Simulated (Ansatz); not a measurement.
## SnSe (model cell, started as zinc blende): following an unstable mode

Which phase does SnSe (model cell, started as zinc blende) fall into along its unstable mode, and how much energy does it gain?

Main program and level: Ansatz 0.2.0; DFT PBEsol, scalar-relativistic, plane waves, PAW.

The structure was built from a prototype and need not be the compound's stable phase.

## 1. The structure

It takes space group F-43m (No. 216, cubic). Conventional cell: a = 6.659 Å, b = 6.659 Å, c = 6.659 Å, α = 90.00°, β = 90.00°, γ = 90.00°. Sn has 4 Se at 2.88 Å nearest. Nearest to Se lie 4 Sn at 2.88 Å. Farther neighbours and most contacts between anions are not listed.

## 2. Response at finite wavevector

The cell comes from relaxations at this level that are not shown. Stability and thermal properties need the whole zone. Linear response on a 4×4×4 q mesh gives force constants as far as a supercell of that size would.

Contents of input.yaml:

```yaml
crystal:
  lattice:
    - [0.0, 3.3296317145, 3.3296317145]
    - [3.3296317145, 0.0, 3.3296317145]
    - [3.3296317145, 3.3296317145, 0.0]
  atoms:
    - { symbol: Sn, position: [0.0, 0.0, 0.0] }
    - { symbol: Se, position: [0.25, 0.25, 0.25] }
kpoints:
  mp_grid: { grid: [12, 12, 12] }
hamiltonian:
  xc: pbesol
scf:
  occupations: { method: methfessel_paxton, width: 0.15 }
output:
  eigenvalues: true
phonons:
  method: dfpt
  qmesh: [4, 4, 4]
  temperatures: { t_max: 1000, t_step: 50 }
  qpath:
    path:
      - [[0.0, 0.0, 0.0], [-0.5, -0.5, 0.0], [-0.375, -0.375, 0.25]]
      - [[-0.375, 0.0, 0.375], [0.0, 0.0, 0.0], [0.0, 0.0, 0.5], [-0.5, -0.25, 0.25], [-0.5, -0.5, 0.0]]
    npoints: 10
```

The run is started by

```bash
ansatz run input.yaml --threads 4 --pin off --max-ram 7168MiB --backend cpu --events-out ev --progress --plain --runs-dir out
```

Numbers of over 12 decimals in the logs are rounded to 6 here.

What it wrote:

```text
Warning: phonons: the dynamical matrix that this run interpolates holds no multipole term above the dipole-dipole one, and a site of this crystal is no centre of inversion, so its interpolated transverse optical and acoustic branches and sound speeds can stay off near Gamma, and the density of states and the thermodynamics with them. What a run solves at a wave vector of phonons.qpoints, Gamma apart, where the deck admits one, is free of this, and under fd what a larger phonons.supercell samples
Engine: ansatz 0.2.0, aarch64-unknown-linux-gnu
Pseudopotentials: kind: paw
Pseudopotential: Sn, paw, valence charge 14, recommended cutoff 420 eV (normal), Sn.paw.azcp
Pseudopotential: Se, paw, valence charge 16, recommended cutoff 420 eV (normal), Se.paw.azcp
Functional definition: PBEsol
  exchange = pbesol_x
  correlation = pbesol_c
Crystal: 2 atoms, lattice volume = 73.828 Å³
Basis set: ecut = 420 eV, 1459 PW (Γ), exchange–correlation on 64×64×64 points (8 copies of the dense FFT grid, shifted against one another)
Bands: 19, of which v1, the nominal top of the filled ones, is band 15 counted from 1 (14 counted from 0)
Symmetry: 24 space group operations
k-points: 72 of 1728 (time reversal used)
Non-local potential: Sn, projectors of the file, l = 0: 2, l = 1: 2, l = 2: 2, l = 3: 2
Non-local potential: Se, projectors of the file, l = 0: 2, l = 1: 2, l = 2: 3, l = 3: 1
PAW form: soft (Blöchl's): semilocal exchange-correlation on the pseudo side does not see the compensation charge
PAW frozen core: Sn, regenerated for the run's functional, and the local potential with it (the file was generated under x = pbe(κ = 0.804, μ = 0.219515), c = pbe(β = 0.066725))
PAW frozen core: Se, regenerated for the run's functional, and the local potential with it (the file was generated under x = pbe(κ = 0.804, μ = 0.219515), c = pbe(β = 0.066725))
PAW one-centre angular grid: Sn, 590 points (default); XC on 64 Gauss nodes
PAW one-centre angular grid: Se, 590 points (default); XC on 64 Gauss nodes
Initial density: superposition of atomic densities (neutral atoms: chi_scale 0, normalization atom), corrected by the library's trained network
Initial wavefunctions: pseudopotential atomic-orbital guess
Functional: x = pbesol(κ = 0.804, μ = 0.123457), c = pbesol(β = 0.046)
SCF iter   1: F=—  HF=-11374.195529 eV  |F-HF|=—  |Δ(HF+E_count)|=         —  Δρ=1.48e-3  dr2=1.23e-3  ethr=1.77e-3  ⟨swp⟩=5.5  Hψ=6535  notcnv=0
preconditioner: auto → none  [insulator: Δε(μ)=0.106 eV  Ē_g=8.772 eV  σ=0.150 eV  W_gap=0.56  n_scr=14 (ndim 8)  ℏωp=13.7 eV  f_vac=0.183  D(μ)=0.46/eV (n_scr^D=0)  ε∞_Penn≈3.4]
SCF iter   2: F=—  HF=-11374.194205 eV  |F-HF|=—  |Δ(HF+E_count)|=   1.32e-3  S|Δr|=    0.00e0  Δρ=6.20e-4  dr2=1.89e-4  ethr=4.11e-6  ⟨swp⟩=2.1  Hψ=3050  notcnv=0
SCF iter   3: F=—  HF=-11374.194428 eV  |F-HF|=—  |Δ(HF+E_count)|=   2.23e-4  S|Δr|=    0.00e0  Δρ=2.46e-4  dr2=8.11e-5  ethr=6.30e-7  ⟨swp⟩=2.0  Hψ=2457  notcnv=0
SCF iter   4: F=—  HF=-11374.194442 eV  |F-HF|=—  |Δ(HF+E_count)|=   1.43e-5  S|Δr|=    0.00e0  Δρ=8.32e-5  dr2=7.13e-6  ethr=2.70e-7  ⟨swp⟩=2.0  Hψ=1730  notcnv=0
SCF iter   5: F=—  HF=-11374.194458 eV  |F-HF|=—  |Δ(HF+E_count)|=   1.52e-5  S|Δr|=    0.00e0  Δρ=4.37e-5  dr2=1.57e-6  ethr=2.38e-8  ⟨swp⟩=2.0  Hψ=2097  notcnv=0
SCF iter   6: F=—  HF=-11374.194459 eV  |F-HF|=—  |Δ(HF+E_count)|=   1.68e-6  S|Δr|=    0.00e0  Δρ=6.09e-6  dr2=4.38e-8  ethr=5.22e-9  ⟨swp⟩=2.0  Hψ=2097  notcnv=0
SCF iter   7: F=—  HF=-11374.194459 eV  |F-HF|=—  |Δ(HF+E_count)|=   1.08e-7  S|Δr|=    0.00e0  Δρ=2.28e-6  dr2=2.41e-9  ethr=1.46e-10  ⟨swp⟩=2.2  Hψ=2109  notcnv=0
SCF iter   8: F=—  HF=-11374.194459 eV  |F-HF|=—  |Δ(HF+E_count)|=  4.62e-10  S|Δr|=    0.00e0  Δρ=4.57e-7  dr2=1.37e-10  ethr=8.02e-12  ⟨swp⟩=2.0  Hψ=2097  notcnv=0
SCF iter   9: F=—  HF=-11374.194459 eV  |F-HF|=—  |Δ(HF+E_count)|=  6.18e-11  S|Δr|=    0.00e0  Δρ=1.20e-7  dr2=1.02e-11  ethr=1.00e-12  ⟨swp⟩=2.0  Hψ=1740  notcnv=0
SCF iter  10: F=-11374.194459 eV  HF=-11374.194459 eV  |F-HF|=3.64e-12  |Δ(HF+E_count)|=    0.00e0  S|Δr|=    0.00e0  Δρ=1.22e-8  dr2=5.50e-14  ethr=1.00e-12  ⟨swp⟩=5.9  Hψ=5347  notcnv=0
the search or the solves at the SCF's close seem to have found levels that the self-consistency loop had missed (the run counts 1). By its estimate they hold under 1e-12 electrons; where the run keeps them, the occupations were computed again with them
SCF 1 converged in 10 iterations: F = -11374.194459 eV  dr2 = 5.50e-14
  greatest PAW one-centre occupation: 1.000 electrons in one spin orbital (limit 2), on the Se atom at site 1 (counted from 0), in its partial waves of l = 2
Initial density: read from a saved state, or passed on in memory by an earlier SCF of this step, an earlier step, the calling program or the single point that the run made first
iter 1 solved again at ethr=1.96e-7 eV; its pass at ethr=3.10e-3 eV (dr2=5.88e-5 eV) is discarded
SCF iter   1: F=—  HF=-11374.194460 eV  |F-HF|=—  |Δ(HF+E_count)|=         —  Δρ=5.89e-7  dr2=2.31e-10  ethr=1.96e-7  ⟨swp⟩=3.0  Hψ=9782  notcnv=0
eigensolver tolerance schedule: the retry pair's looser diagonalisation over-reported the residual by 254364.51 of it (diagonalisation noise at an unbounded share of the residual, at the tolerance the schedule requests for it); recorded, not acted on — ethr = c·dr2/N_el stays at c = 1.0e-1
preconditioner: auto → none  [insulator: Δε(μ)=0.106 eV  Ē_g=8.771 eV  σ=0.150 eV  W_gap=0.56  n_scr=14 (ndim 8)  ℏωp=13.7 eV  f_vac=0.186  D(μ)=0.45/eV (n_scr^D=0)  ε∞_Penn≈3.4]
SCF iter   2: F=—  HF=-11374.194459 eV  |F-HF|=—  |Δ(HF+E_count)|=   4.97e-7  S|Δr|=    0.00e0  Δρ=4.12e-7  dr2=2.27e-10  ethr=1.00e-12  ⟨swp⟩=4.0  Hψ=3732  notcnv=0
SCF iter   3: F=—  HF=-11374.194459 eV  |F-HF|=—  |Δ(HF+E_count)|=  6.55e-11  S|Δr|=    0.00e0  Δρ=2.15e-7  dr2=3.33e-11  ethr=1.00e-12  ⟨swp⟩=1.3  Hψ=1392  notcnv=0
SCF iter   4: F=—  HF=-11374.194459 eV  |F-HF|=—  |Δ(HF+E_count)|=  7.28e-12  S|Δr|=    0.00e0  Δρ=1.53e-7  dr2=1.60e-11  ethr=1.00e-12  ⟨swp⟩=1.0  Hψ=1368  notcnv=0
SCF iter   5: F=-11374.194459 eV  HF=-11374.194459 eV  |F-HF|=3.64e-12  |Δ(HF+E_count)|=  3.64e-12  S|Δr|=    0.00e0  Δρ=9.87e-8  dr2=6.48e-12  ethr=1.00e-12  ⟨swp⟩=2.7  Hψ=3339  notcnv=0
SCF 2 converged in 5 iterations: F = -11374.194459 eV  dr2 = 6.48e-12
phonons: the bands overlap, so this run is a metal and interpolates without the dipole-dipole term. If the crystal is really an insulator or semiconductor, its LO-TO splitting is missing
NSCF: frozen V_eff on 72 k-points
WARN: eigensolver did not converge in 3 slots of this pass, the one above among them; of largest residual over every band (k=15): 1 band(s) unlocked (lowest unlocked band 18, counted from 0; max residual 1.12e-4 eV among the unlocked bands, 1.12e-4 eV over every band); of lowest unlocked band (k=15): band 18
NSCF: frozen V_eff on 163 k-points
DFPT response loops at q = (0, 0, 0) (fractional): preconditioner auto → none (partly filled bands, converged f_vac=0.186); β = 0.50; Broyden in place of MSR1
NSCF: frozen V_eff on 1872 k-points
DFPT response loops at q = (0, 0, 0.25) (fractional): mixed as the last ones told, above
NSCF: frozen V_eff on 952 k-points
DFPT response loops at q = (0, 0, -0.5) (fractional): mixed as the last ones told, above
NSCF: frozen V_eff on 1020 k-points
DFPT response loops at q = (0, 0.25, 0.25) (fractional): mixed as the last ones told, above
NSCF: frozen V_eff on 3456 k-points
DFPT response loops at q = (0, 0.25, -0.5) (fractional): mixed as the last ones told, above
NSCF: frozen V_eff on 1872 k-points
DFPT response loops at q = (0, 0.25, -0.25) (fractional): mixed as the last ones told, above
NSCF: frozen V_eff on 560 k-points
DFPT response loops at q = (0, -0.5, -0.5) (fractional): mixed as the last ones told, above
NSCF: frozen V_eff on 1020 k-points
DFPT response loops at q = (0.25, -0.5, -0.25) (fractional): mixed as the last ones told, above
SCF converged after 10 iterations
Stability not checked: this state was not tested for a lower state beside it, because cold or Methfessel-Paxton smearing, or corrected tetrahedra, fill the levels in a way that the test cannot read (fill_not_monotonic; see scf.lower_state_search)
Free energy (F): -11374.194459 eV
Harris-Foulkes:  -11374.194459 eV  (|F-HF|=3.64e-12)
Internal energy: -11374.194713 eV  (E = F + TS)
E sigma→0 (E₀):  -11374.194523 eV
Entropy (-TS):   0.000254 eV (0.127 meV/atom)
Fermi energy:    5.683654 eV
--- Per-component energies (eV) ---
  E_band       = -578.710660
  E_kinetic    = 303.142060
  E_local      = -4095.488406  (includes V_loc(G=0)·N_el)
  E_nonlocal   = -623.913250
  E_hartree    = 2080.942138
  E_xc         = -482.660187
  E_vxc        = -194.536072  (∫ρ·V_xc dr)
  E_paw        = -5928.499988  (= ΣΔE_a)
  E_vpaw       = -129.798696  (= ΣTr[D̂ρ^β])
  E_aug_tail   = -0.000578  (compensation charges beyond the density's cutoff)
  E_ewald      = -2629.009793
  E_core_change = 1.293290  (= ΣΔE_core)
  E_smearing   = 0.000254  (= −TS)
  E_closure    = -0.000000  (closes the sum)
  Σ components = -11374.194459   (vs F -11374.194459, Δ=0.00e0)
--- Band table (eV; the first three rows and the last of 72) ---
  k-point 0: bands = [... 11 lower, 0.4099, 3.3173, 3.3173, 3.3173, 7.1369, 7.1369, 7.1369, 10.3761]
  k-point 1: bands = [... 11 lower, 0.2268, 3.2724, 3.2724, 3.4100, 7.1114, 7.2151, 7.2151, 10.6786]
  k-point 2: bands = [... 11 lower, -0.2112, 3.1580, 3.1580, 3.5580, 7.1946, 7.4109, 7.4109, 11.3503]
  k-point 71: bands = [... 11 lower, -1.8531, 1.7343, 1.8234, 5.7821, 7.3005, 7.7895, 9.5890, 11.0551]
--- Phonons (Γ-DFPT): 2 representative perturbations + reference (Σ response iterations 6) ---
  ASR residual: 1.855e-5 → 0.000e0 eV/Å²; symmetrization residual: 5.360e-6 eV/Å²
  ASR residual per site (eV/Å²): 1.86e-5 9.78e-6
  Γ frequencies (cm⁻¹): 0.00 0.00 0.00 116.60 116.60 116.60
--- Phonons (arbitrary-q DFPT): 8 irreducible q on the 4×4×4 mesh ---
  q = [0.0000, 0.0000, 0.0000] (star 1, of the zone-centre solve; hermiticity 4.52e-6, symmetrization 9.71e-12): -0.00 0.00 0.00 116.60 116.60 116.60
  q = [0.0000, 0.0000, 0.2500] (star 8, 2 solved perturbations on 936 of 1728 k-point pairs; hermiticity 4.60e-6, symmetrization 6.09e-9): -18.78 -18.78 41.87 115.12 115.12 135.16
  q = [0.0000, 0.0000, -0.5000] (star 4, 2 solved perturbations on 476 of 1728 k-point pairs; hermiticity 2.95e-5, symmetrization 5.38e-6): -18.63 -18.63 79.12 113.31 113.31 131.38
  q = [0.0000, 0.2500, 0.2500] (star 6, 4 solved perturbations in 1608 linear systems a pass and spin channel, the states on 510 of 1728 k-point pairs; hermiticity 3.16e-6, symmetrization 1.24e-8): -49.60 -49.60 65.24 98.15 98.15 134.34
  q = [0.0000, 0.2500, -0.5000] (star 24, 4 solved perturbations in 5328 linear systems a pass and spin channel, the states on 1728 of 1728 k-point pairs; hermiticity 6.10e-6, symmetrization 1.59e-8): -37.41 -37.36 88.07 97.27 98.12 128.30
  q = [0.0000, 0.2500, -0.2500] (star 12, 4 solved perturbations in 2892 linear systems a pass and spin channel, the states on 936 of 1728 k-point pairs; hermiticity 3.23e-6, symmetrization 1.15e-6): -44.50 -19.85 71.55 101.40 110.82 125.69
  q = [0.0000, -0.5000, -0.5000] (star 3, 4 solved perturbations in 886 linear systems a pass and spin channel, the states on 280 of 1728 k-point pairs; hermiticity 1.78e-6, symmetrization 1.31e-8): -57.80 -57.80 79.01 79.01 95.37 112.00
  q = [0.2500, -0.5000, -0.2500] (star 6, 4 solved perturbations in 1544 linear systems a pass and spin channel, the states on 510 of 1728 k-point pairs; hermiticity 1.36e-5, symmetrization 2.12e-6): -50.76 -34.97 81.86 90.82 110.12 115.15
  sum rule: each row above includes the acoustic sum rule's correction from the zone centre's row sums; it moved no ω² by more than (0.21 cm⁻¹)²
  mesh force constants: q→R imaginary residual 1.22e-18; ASR residual 1.855e-5 → 0.000e0 eV/Å²; symmetrization residual 2.665e-15 eV/Å²
  interpolated dispersion: 62 rows × 6 modes
  density of states and harmonic sums: on the 16×16×16 q-mesh, interpolated from the force constants of a 4×4×4 supercell (no non-analytic term)
  largest difference from the sums on the solved wave vectors: F 6.92e-3 eV, S 8.75e-6 and C_V 1.83e-6 eV/K
  zero-point energy: 0.025235 eV/cell   skipped modes (ω ≤ 0): 289, of them read as no rigid motion or as one in doubt: 286 (1.994e0 modes/cell left out, lowest -57.80 cm⁻¹)   left out of the sums: 3.32e-1 of the cell's modes: C_V's classical limit lies that fraction below 3 k_B per atom; for a crystal, a wire or a layer, F and S can be off by more, and a phonons.interpolated_qmesh denser along its periods is the remedy for the sampling
```

Elapsed: 7.6 min, on 4 threads of Arm Neoverse V2, shared host; peak memory 4.3 GiB.

Numbers from this step:

```
volume per atom                                         : 36.91 Å³
gap on the k-mesh                                       : 0 eV
sum-rule residual before enforcement                    : 1.86e-5 eV/Å²
lowest frequency on the path                            : -57.80 cm⁻¹
point group                                             : -43m
highest frequency on the path or at a solved wavevector : 136.7 cm⁻¹
highest optical mode at the zone centre (no LO-TO term) : 116.6 cm⁻¹
lowest optical zone-centre mode                         : 116.6 cm⁻¹
lowest mode on the q mesh (acoustic modes at Γ apart)   : -57.8 cm⁻¹
```

Frequencies (cm⁻¹) solved at each irreducible wavevector; negative means imaginary. Frequencies by wavevector, by row:

| q in reciprocal lattice units | star | mode 1 | mode 2 | mode 3 | mode 4 | mode 5 | mode 6 |
| --- | --- | --- | --- | --- | --- | --- | --- |
| 0 0 0 | 1 | 0 | 0 | 0 | 116.6 | 116.6 | 116.6 |
| 0 0 0.25 | 8 | -18.8 | -18.8 | 41.9 | 115.1 | 115.1 | 135.2 |
| 0 0 -0.5 | 4 | -18.6 | -18.6 | 79.1 | 113.3 | 113.3 | 131.4 |
| 0 0.25 0.25 | 6 | -49.6 | -49.6 | 65.2 | 98.2 | 98.2 | 134.3 |
| 0 0.25 -0.5 | 24 | -37.4 | -37.4 | 88.1 | 97.3 | 98.1 | 128.3 |
| 0 0.25 -0.25 | 12 | -44.5 | -19.9 | 71.5 | 101.4 | 110.8 | 125.7 |
| 0 -0.5 -0.5 | 3 | -57.8 | -57.8 | 79 | 79 | 95.4 | 112 |
| 0.25 -0.5 -0.25 | 6 | -50.8 | -35 | 81.9 | 90.8 | 110.1 | 115.2 |

Interpolated from a 4×4×4 q mesh. Phonon branches along the path, in cm⁻¹:

| point | branch 1 | branch 2 | branch 3 | branch 4 | branch 5 | branch 6 |
| --- | --- | --- | --- | --- | --- | --- |
| Γ | 0 | 0 | 0 | 117 | 117 | 117 |
| halfway | -50 | -50 | 65 | 98 | 98 | 134 |
| X | -58 | -58 | 79 | 79 | 95 | 112 |
| halfway | -54 | -50 | 80 | 82 | 100 | 114 |
| U | -48 | -35 | 84 | 92 | 105 | 119 |
| jump to K | -48 | -35 | 84 | 92 | 105 | 119 |
| halfway | -40 | -13 | 53 | 107 | 115 | 129 |
| Γ | 0 | 0 | 0 | 117 | 117 | 117 |
| halfway | -19 | -19 | 42 | 115 | 115 | 135 |
| L | -19 | -19 | 79 | 113 | 113 | 131 |
| halfway | -38 | -22 | 89 | 99 | 106 | 127 |
| W | -51 | -35 | 82 | 91 | 110 | 115 |
| halfway | -52 | -45 | 81 | 85 | 104 | 115 |
| X | -58 | -58 | 79 | 79 | 95 | 112 |

The phonon branches as a text plot (rows in cm⁻¹):

```
    133 |   *****               **         **********
    125 |  *     ***       *****  ***    **          ****
    116 |***        *  ****    ********************      *******
    108 |   ***      **  ** *** **                 ****  *****  *
    100 |      *      ***  *****                     ****     **
     92 |       *   **   **                           *******   *
     84 |        ****  ******                      ***  *******
     76 |       *    **      **                 ***            **
     68 |      *               *               *
     60 |                                     *
     52 |    **                 *            *
     44 |   *                    *          *
     35 |                         **       *
     27 |  *
     19 | *                         *     *
     11 |                            *   *
      3 |*                        *******
     -5 |                        *      *
    -13 | *                     *    *   ***
    -21 |  *                ****    *       ************
    -29 |   *              *      **                **  *
    -38 |                **     **                    *  *****
    -46 |    ***        ********                       **     *
    -54 |       *********                                ********
         Γ           X  U|K            Γ         L        W     X
```

Symmetry leaves 8 wavevectors to solve. The lowest mode among them, the acoustic zeros apart, lies at q = (0, -0.5, -0.5) and is imaginary, 57.8i cm⁻¹, so the energy falls along it.

## 3. The mode frozen in, largest atomic shift 0 Å

The mode followed lies at q = (0.25, -0.5, -0.25) with frequency 50.8i cm⁻¹, one of the unstable modes though not the softest. At small amplitude the distorted cell has space group no. 121 by a symmetry search on the positions. The undistorted cell that holds it gives the zero of energy on the same k mesh.

System of this step: SnSe (model cell, started as zinc blende). The structure is cubic, space group F-43m (No. 216). The conventional cell has a = 6.659 Å, b = 6.659 Å, c = 6.659 Å, α = 90.00°, β = 90.00°, γ = 90.00°. Nearest to Sn lie 4 Se at 2.88 Å. Se has 4 Sn at 2.88 Å nearest. Farther neighbours and most contacts between anions are not listed.

Contents of input.yaml:

```yaml
crystal:
  lattice:
    - [0.0, 0.0, -6.6592634289]
    - [6.6592634289, 0.0, 0.0]
    - [3.3296317145, -6.6592634289, -3.3296317145]
  atoms:
    - { symbol: Sn, position: [0.5, 0.5, 0.0] }
    - { symbol: Sn, position: [0.0, 0.0, 0.0] }
    - { symbol: Sn, position: [0.25, 0.75, 0.5] }
    - { symbol: Sn, position: [0.75, 0.25, 0.5] }
    - { symbol: Se, position: [0.625, 0.625, 0.25] }
    - { symbol: Se, position: [0.125, 0.125, 0.25] }
    - { symbol: Se, position: [0.375, 0.875, 0.75] }
    - { symbol: Se, position: [0.875, 0.375, 0.75] }
kpoints:
  mp_grid: { grid: [6, 6, 6] }
hamiltonian:
  xc: pbesol
scf:
  occupations: { method: methfessel_paxton, width: 0.15 }
output:
  forces: true
  stress: true
  eigenvalues: true
```

What it wrote:

```text
[...]
Crystal: 8 atoms, lattice volume = 295.310 Å³
Basis set: ecut = 420 eV, 5783 PW (Γ), exchange–correlation on 90×90×120 points (8 copies of the dense FFT grid, shifted against one another)
Bands: 72, of which v1, the nominal top of the filled ones, is band 60 counted from 1 (59 counted from 0)
Symmetry: 32 space group operations
[...]
k-point 0: bands = [... 56 lower, 3.3145, 5.0399, 5.5787, 5.7795, 5.7795, 7.1362, 7.1362, 7.1362, ... 8 higher]
  k-point 1: bands = [... 56 lower, 3.5683, 5.0293, 5.5858, 5.5858, 5.6347, 6.5302, 6.5302, 6.9106, ... 8 higher]
  k-point 2: bands = [... 56 lower, 4.1174, 4.9446, 5.2192, 5.2192, 5.7868, 5.8394, 5.8394, 6.4630, ... 8 higher]
  k-point 29: bands = [... 56 lower, 3.8859, 3.8859, 4.4597, 4.4597, 7.7407, 7.7407, 7.8410, 7.8410, ... 8 higher]
[key lines of the parts left out:]
SCF converged after 6 iterations
Free energy (F): -45496.781055 eV
Fermi energy:    5.682858 eV
P = ⅓ Tr σ = -0.0350 GPa (-0.350 kbar)
```

The job ended after 10 s (4 threads; peak memory 0.94 GiB).

Numbers from this step:

| Item | Value |
| --- | --- |
| pressure | -0.03496 GPa |
| energy from the undistorted cell | 0 meV/atom |

The run ends at a pressure of -0.03 GPa.

(Continued in part 2 of 3.)

[Logs are printed without paths, hosts, clocks, repeated set-up lines and the standing remarks that a program may print on its own settings, such as how far it seeks lower states.]

[Hosts, paths, dates, database ids (printed as entryN), source tags and the programs' standing remarks are cut or masked in the printed files.]
